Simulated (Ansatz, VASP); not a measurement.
Ta: VASP beside Ansatz

```
Ta
1.0
    -1.60678    1.60678    1.60678
     1.60678   -1.60678    1.60678
     1.60678    1.60678   -1.60678
Ta
1
Direct
  0.00000 0.00000 0.00000
```

Alike in both runs: task single point; functional PBEsol; k mesh 18 × 18 × 18; occupations gaussian, width 0.1 eV; no spin polarisation.

|  | VASP | Ansatz |
| --- | --- | --- |
| version | VASP 6.6.1 | Ansatz 0.2.0 |
| potentials or method | VASP PAW PBE potentials, release 64 (Ta_pv) | scalar-relativistic, plane waves, PAW |
| plane-wave cutoff (eV) | 520 | 420 |
| valence electrons in the cell | 11 | 13 |

|  | VASP | Ansatz | Ansatz less VASP |
| --- | --- | --- | --- |
| gap on the k mesh at the Fermi level (eV) | none | none | - |
| pressure (GPa) | 14.9 | 14.6 | -0.34 |

A gap of «none» marks a metal or a gap that the smearing closes. The two sets of potentials don't hold the same shells in valence.

Caveats: the PAW data sets were made with another functional, which shifts forces and pressure a little (VASP). Spin-orbit coupling is left out, which matters for the levels of Ta.
